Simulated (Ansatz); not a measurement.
# 1T-GeCl2 monolayer in a perpendicular field

Aim: how the 1T-GeCl2 monolayer screens a field along its normal, and what the field does to its bands. A positive field points along +c.

Method: plane-wave DFT, PBE-D3(BJ), Ansatz PAW, in Ansatz 0.2.0.

## (1) Starting point

The cell holds 3 atoms: 2 Cl and 1 Ge. Cell: a = 3.039 Å, b = 3.039 Å, c = 36.188 Å, α = 90.0°, β = 90.0°, γ = 120.0°. Vacuum lies along c.

## (2) Relaxation

The starting cell is a guess, so the in-plane lattice and the atoms are relaxed first, with the slab cut off from its images along the normal.

input.yaml reads:

```yaml
crystal:
  lattice:
    - [3.03854, 0.0, 0.0]
    - [-1.51927, 2.6314528304, 0.0]
    - [0.0, 0.0, 36.1883005165]
  atoms:
    - { symbol: Cl, position: [0.6666666667, 0.3333333333, 0.4642384351] }
    - { symbol: Ge, position: [0.0, 0.0, 0.5] }
    - { symbol: Cl, position: [0.3333333333, 0.6666666667, 0.5357615649] }
  periodic: [true, true, false]
kpoints:
  mp_grid: { grid: [12, 12, 1] }
hamiltonian:
  xc: pbe
  dispersion: d3bj
scf:
  occupations: { method: fermi_dirac, width: 0.05 }
  convergence: { dr2_threshold: 1.0e-09 }
relax:
  f_tol: 0.004
  max_steps: 90
  cell: {}
output:
  write_potential: true
  write_density: true
  volumetric_format: npy
```

The run is started by

```sh
ansatz run input.yaml --threads 2 --pin off --max-ram 3072MiB --backend cpu --events-out ev --progress --plain --runs-dir out
```

Then come: single point, field 0; single point, field 0.1 V/Å; single point, field -0.1 V/Å; response, atoms held. Settings of the main run: cutoff 420 eV, 18×18×1 k-mesh, smearing width 0.02585 eV, 1 layers, stack 1T-GeCl2 monolayer.

Before running: what should come out for the gap without field; and equivalent conductor thickness, atoms held?

The induced dipole equals that of a perfect conductor 4.26 Å thick, while the outer atoms lie 2.99 Å apart; an out-of-plane ε follows only once a thickness t is chosen, by 1 − 1/ε = 4.26 Å / t. The gap stays within 0.01 eV of 2.71 eV over the fields run, up to 0.1 V/Å in size. Semilocal functionals give gaps that are too small, and excitons are not included.

* gap without field: 2.71 eV
* ionisation energy, upper face: 7.02 eV
* electron affinity, upper face: 4.30 eV
* equivalent conductor thickness, atoms held: 4.26 Å

Spin-orbit coupling is left out.

[Logs are printed without paths, hosts, clocks, repeated set-up lines and the standing remarks that a program may print on its own settings, such as how far it seeks lower states.]

[Hosts, paths, dates, database ids (printed as entryN), source tags and the programs' standing remarks are cut or masked in the printed files.]

[Maps of the electrostatic potential energy from Ansatz leave out the sawtooth potential of an applied field or a dipole correction, so their vacuum need not be flat; planar profiles and work functions include it.]
